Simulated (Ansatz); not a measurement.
# HfN (CrB type): response to moved atoms and strain

Aim: move atoms of HfN (CrB type) or strain its cell, and read the forces, the stress and the rise in energy. The cell was built by placing the elements on the sites of a structure type; the runs don't test whether it is the stable form.

Program: Ansatz 0.2.0. Level of theory: DFT PBEsol, scalar-relativistic, plane waves, PAW. These are calculated values, not measurements.

4 further runs of the same task are left out: 2 that didn't finish, 2 set aside as unsound or not needed.

**1. The starting structure**

It takes space group Cmcm (No. 63, orthorhombic). The conventional cell has a = 3.154 Å, b = 10.801 Å, c = 3.079 Å, α = 90.00°, β = 90.00°, γ = 90.00°. Hf (site symmetry m2m) has 5 N at 2.20 to 2.21 Å as nearest neighbours. Around N (site symmetry m2m) lie 5 Hf at 2.20 to 2.21 Å.

As a file:

```cif
data_structure
_symmetry_space_group_name_H-M 'Cmcm'
_symmetry_Int_Tables_number 63
_cell_length_a 3.1536
_cell_length_b 10.8010
_cell_length_c 3.0788
_cell_angle_alpha 90.000
_cell_angle_beta 90.000
_cell_angle_gamma 90.000
_cell_volume 104.87
loop_
_atom_site_label
_atom_site_type_symbol
_atom_site_symmetry_multiplicity
_atom_site_Wyckoff_symbol
_atom_site_fract_x
_atom_site_fract_y
_atom_site_fract_z
_atom_site_occupancy
Hf1 Hf 4 c 0.00000 0.14486 0.75000 1
N1 N 4 c 0.00000 0.34992 0.75000 1
```

This cell comes from an earlier session at PBEsol: 13.109 Å³/atom at 0.02 GPa, on a 10×10×10 mesh.

The changes: atom 1 (Hf) moved 0.05 Å along x; strain e5 = +0.03, atoms carried along.

**2. Atom 1 (Hf) moved 0.05 Å along x**

File input.yaml:

```yaml
crystal:
  lattice:
    - [1.576815515, -5.4005224154, 0.0]
    - [1.576815515, 5.4005224154, 0.0]
    - [0.0, 0.0, 3.0787759002]
  atoms:
    - { symbol: Hf, position: [0.8709973196, 0.1607121604, 0.25] }
    - { symbol: Hf, position: [0.1448574204, 0.8551425796, 0.75] }
    - { symbol: "N", position: [0.6500840151, 0.3499159849, 0.25] }
    - { symbol: "N", position: [0.3499159849, 0.6500840151, 0.75] }
basis:
  ecutwfc: 420
  ecutrho_ratio: 4
kpoints:
  mp_grid: { grid: [10, 10, 10] }
hamiltonian:
  xc: pbesol
scf:
  occupations: { method: gaussian, width: 0.05 }
output:
  forces: true
  stress: true
  eigenvalues: true
```

Output, cut to the lines that bear on the results:

```text
Warning: RAYON_NUM_THREADS=4 ignored (pool sized by the plan → 4); use --threads N
[...]
Pseudopotentials: kind: paw
Pseudopotential: Hf, paw, valence charge 26, recommended cutoff 420 eV (normal), Hf.paw.azcp
Pseudopotential: N, paw, valence charge 5, recommended cutoff 420 eV (normal), N.paw.azcp
Functional definition: PBEsol
[...]
Crystal: 4 atoms, lattice volume = 52.435 Å³
Basis set: ecut = 420 eV, 1021 PW (Γ), exchange–correlation on 80×80×48 points (8 copies of the dense FFT grid, shifted against one another)
Bands: 38, of which v1, the nominal top of the filled ones, is band 31 counted from 1 (30 counted from 0)
Symmetry: 2 space group operations
Space group: Pm (ITA 6), of the structure as read, at distance tolerance 3.7e-5 Å
k-points: 312 of 1000 (time reversal used)
[...]
SCF iter   1: F=—  HF=-31959.074635 eV  |F-HF|=—  |Δ(HF+E_count)|=         —  Δρ=1.17e-2  dr2=7.28e-2  ethr=1.77e-3  ⟨swp⟩=5.1  Hψ=38133  notcnv=0  defer=72
[...]
SCF iter   8: F=-31959.057730 eV  HF=-31959.057730 eV  |F-HF|=2.24e-8  |Δ(HF+E_count)|=   4.61e-7  Δρ=9.75e-6  dr2=6.27e-8  ethr=1.61e-10  ⟨swp⟩=10.2  Hψ=57310  notcnv=0
[...]
SCF converged after 8 iterations
Free energy (F): -31959.057730 eV
[...]
E sigma→0 (E₀):  -31959.056282 eV
Entropy (-TS):   -0.002896 eV (-0.724 meV/atom)
Fermi energy:    19.967095 eV
[...]
--- Forces (eV/Å), atoms counted from 1 ---
  atom   1  Hf    -0.67742690     0.00066487     0.00000000
  atom   2  Hf     0.03970353    -0.00341743     0.00000000
  atom   3  N      0.07576239     0.00647055     0.00000000
  atom   4  N      0.56196297    -0.00372609     0.00000000
[...]
--- Stress (GPa, compression-positive) ---
        0.220253       1.405130       0.000000
        1.405130       0.001825       0.000000
        0.000000       0.000000       0.356664
  P = ⅓ Tr σ = 0.1929 GPa (1.929 kbar)
--- Band table (eV; the first three rows and the last of 312) ---
[...]
```

Run time: 29 s. Hardware: 4 threads of an Arm CPU, shared host; peak memory 0.81 GiB.

Read off: volume 13.109 Å³/atom, pressure 0.19 GPa, metallic.

Forces on the atoms, as numbers:

```
atom  x (eV/Å)  y (eV/Å)  z (eV/Å)
 Hf1    -0.677     0.001     0.000
 Hf2     0.040    -0.003     0.000
  N3     0.076     0.006     0.000
  N4     0.562    -0.004     0.000
```

**3. Strain e5 = +0.03, atoms carried along**

Edit input.yaml of step 2 so:

```diff
@@ -2,7 +2,7 @@
   lattice:
-    - [1.576815515, -5.4005224154, 0.0]
-    - [1.576815515, 5.4005224154, 0.0]
-    - [0.0, 0.0, 3.0787759002]
+    - [1.576815515, -5.4005224154, 0.0236522327]
+    - [1.576815515, 5.4005224154, 0.0236522327]
+    - [0.0461816385, 0.0, 3.0787759002]
   atoms:
-    - { symbol: Hf, position: [0.8709973196, 0.1607121604, 0.25] }
+    - { symbol: Hf, position: [0.8551425796, 0.1448574204, 0.25] }
     - { symbol: Hf, position: [0.1448574204, 0.8551425796, 0.75] }
```

Output, cut to the lines that bear on the results:

```text
Warning: RAYON_NUM_THREADS=4 ignored (pool sized by the plan → 4); use --threads N
[...]
Pseudopotentials: kind: paw
Pseudopotential: Hf, paw, valence charge 26, recommended cutoff 420 eV (normal), Hf.paw.azcp
Pseudopotential: N, paw, valence charge 5, recommended cutoff 420 eV (normal), N.paw.azcp
Functional definition: PBEsol
[...]
Crystal: 4 atoms, lattice volume = 52.424 Å³
Basis set: ecut = 420 eV, 1025 PW (Γ), exchange–correlation on 80×80×48 points (8 copies of the dense FFT grid, shifted against one another)
Bands: 38, of which v1, the nominal top of the filled ones, is band 31 counted from 1 (30 counted from 0)
Symmetry: 4 space group operations
Space group: C2/c (ITA 15), of the structure as read, at distance tolerance 3.7e-5 Å
k-points: 282 of 1000
[...]
SCF iter   1: F=—  HF=-31959.057443 eV  |F-HF|=—  |Δ(HF+E_count)|=         —  Δρ=1.18e-2  dr2=7.39e-2  ethr=1.77e-3  ⟨swp⟩=5.0  Hψ=34348  notcnv=0  defer=71
[...]
SCF iter   9: F=-31959.040192 eV  HF=-31959.040192 eV  |F-HF|=4.35e-9  |Δ(HF+E_count)|=   1.49e-8  Δρ=1.77e-6  dr2=5.77e-9  ethr=1.61e-10  ⟨swp⟩=8.6  Hψ=43274  notcnv=0
[...]
SCF converged after 9 iterations
Free energy (F): -31959.040192 eV
[...]
E sigma→0 (E₀):  -31959.039100 eV
Entropy (-TS):   -0.002184 eV (-0.546 meV/atom)
Fermi energy:    19.978496 eV
[...]
--- Forces (eV/Å), atoms counted from 1 ---
  atom   1  Hf    -0.00000000    -0.02254414    -0.00000000
  atom   2  Hf     0.00000000     0.02254414     0.00000000
  atom   3  N      0.00000000     0.00056496     0.00000000
  atom   4  N     -0.00000000    -0.00056496    -0.00000000
[...]
--- Stress (GPa, compression-positive) ---
        0.693419      -0.000000      -7.135622
       -0.000000       0.259431       0.000000
       -7.135622       0.000000       0.580750
  P = ⅓ Tr σ = 0.5112 GPa (5.112 kbar)
--- Band table (eV; the first three rows and the last of 282) ---
[...]
```

Run time: 15 s. Hardware: 4 threads of an Arm CPU, shared host; peak memory 0.68 GiB.

This gives: volume 13.106 Å³/atom, pressure 0.51 GPa, metallic.

Forces on the atoms, as numbers:

```
atom  x (eV/Å)  y (eV/Å)  z (eV/Å)
 Hf1     0.000    -0.023     0.000
 Hf2     0.000     0.023     0.000
  N3     0.000     0.001     0.000
  N4     0.000    -0.001     0.000
```

**4. Results**

| change | change of free energy (meV/atom) | largest force (eV/Å) | largest change of stress (GPa) |
| --- | --- | --- | --- |
| atom 1 (Hf) moved 0.05 Å along x | 4.24 | 0.677 | 1.41 |
| strain e5 = +0.03, atoms carried along | 8.62 | 0.023 | 7.14 |

Moving atom 1 by 0.05 Å meets a restoring force of 0.677 eV/Å along the move, a force constant of about 13.5 eV/Å². The strain e5 = +0.03 changes that stress component by -7.14 GPa (compression positive), a ratio of 238 GPa; that is a secant over a finite strain with the atoms carried along, not the elastic constant. No change lowers the energy by more than 0.5 meV/atom; other distortions weren't tried. Spin–orbit coupling is left out, though the cell holds Hf; in elements this heavy it can shift levels and gaps by tenths of an eV. No dispersion term is included, so distances between weakly bound layers or units are the least certain numbers.
